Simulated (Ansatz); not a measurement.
# SnTe in Ansatz: the effect of target pressure

SnTe:

```
Te Sn
1.0
     0.00000    3.61115    3.61115
     3.61115    0.00000    3.61115
     3.61115    3.61115    0.00000
Te Sn
1 1
Direct
  0.25000 0.25000 0.25000
  0.00000 0.00000 0.00000
```

Measurements of this composition are mostly on another form, of space group No. 225.

Alike in all runs:

| Quantity | Value |
| --- | --- |
| Program | Ansatz 0.2.0 |
| Task | relaxation of cell and atoms |
| Functional | r2SCAN |
| Potentials or basis | Ansatz PAW |
| Cutoff | 500 eV (not typed: the program's choice for these potentials) |
| k mesh | 7 × 7 × 7 |
| Occupations | fermi-dirac, width 0.05 eV |
| Spin | no spin polarisation |

Each run relaxes the cell or the atoms first.

```csv
target pressure,relaxed volume (Å³/atom)
0 GPa,46.01
2 GPa,43.10
5 GPa,?
10 GPa,36.09
20 GPa,31.56
30 GPa,28.70
```

Task: What does the run with target pressure 5 GPa give?

Result: Relaxed volume 39.75 Å³/atom.

Worked out: In Murnaghan's law V^(-B') rises as a straight line in P. The other rows fit best with B' = 3.2, V0 = 46.04 Å³/atom and B0 = 27 GPa, which gives 39.84 Å³/atom at 5 GPa, against the run's 39.75.

Caveats: the plane-wave basis is chosen anew once the cell has moved, so the energies of steps on either side of that aren't comparable; the PAW data sets come from PBE, with cores solved anew for the run's functional, which leaves a small shift of forces and pressure; the volume moved by over 15 % at a fixed basis, so the end points are rough (some runs).
